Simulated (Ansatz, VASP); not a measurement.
# One calculation of BP, two programs

```xyz
2
Lattice="0.0000 2.0261 2.8650 2.0261 0.0000 2.8650 2.0261 2.0261 0.0000" Properties=species:S:1:pos:R:3 pbc="T T T"
B     0.0000    0.0000    0.0000
P     3.0392    3.0392    4.2974
```

Alike in both runs: task single point; functional PBE; k mesh 12 × 12 × 12; occupations gaussian, width 0.05 eV; no spin polarisation.

|  | VASP | Ansatz |
| --- | --- | --- |
| version | VASP 6.6.1 | Ansatz 0.2.0 |
| potentials or method | VASP PAW PBE potentials, release 64 (B, P) | scalar-relativistic, plane waves, PAW |
| plane-wave cutoff (eV) | 520 | 420 |
| valence electrons in the cell | 8 | 8 |

```csv
,VASP,Ansatz,Ansatz less VASP
gap on the k mesh at the Fermi level (eV),none,none,-
pressure (GPa),-1.9,-1.7,+0.20
largest component of the traceless stress (GPa),61.66,61.63,-0.034
```

A gap of «none» marks a metal or a gap that the smearing closes.
